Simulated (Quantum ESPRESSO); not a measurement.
ZrSe2: zone-centre phonons under several settings

```
Zr Se
1.0
     3.79800    0.00000    0.00000
    -1.89900    3.28916    0.00000
     0.00000    0.00000    6.19200
Zr Se
1 2
Direct
  0.00000 0.00000 0.00000
  0.66667 0.33333 0.75000
  0.33333 0.66667 0.25000
```

All runs used Quantum ESPRESSO 7.5; k mesh 8 × 8 × 4, shifted; relaxed cell; no spin polarisation; occupations smeared at first, fixed for the response.

```csv
level,potentials,cutoff (eV),volume (Å³/atom),pressure (GPa),lowest optical mode without the field (cm⁻¹),highest optical mode without the field (cm⁻¹),sum of the Born charges (e)
PBE,JTH 2.0 PBE,490,28.46,0.1,91,241,-0.16
PBEsol,GBRV 1.5 PBEsol,612,?,0.0,?,?,?
```

Problem. What stands in the row left open?

Solution. Volume 24.60 Å³/atom; lowest optical mode without the field 99 cm⁻¹; highest optical mode without the field 247 cm⁻¹; sum of the Born charges -0.22 e.

Caveats: the layers were relaxed without a dispersion term, so their spacing and the soft interlayer modes are unreliable; this functional lacks dispersion, which binds the layers, so the pressure and a relaxed spacing across them are unreliable; the cutoff is low for these files, which shifts pressure and relaxed volume (some runs).

For the row left open. Caveat: the mesh is thin for the dielectric tensor, Born charges and intensities, which usually come out too large; the layers were relaxed without a dispersion term, so their spacing and the soft interlayer modes are unreliable; the Born charges break their sum rule by 0.22 e, a sign of too thin a mesh; this functional lacks dispersion, which binds the layers, so the pressure and a relaxed spacing across them are unreliable.
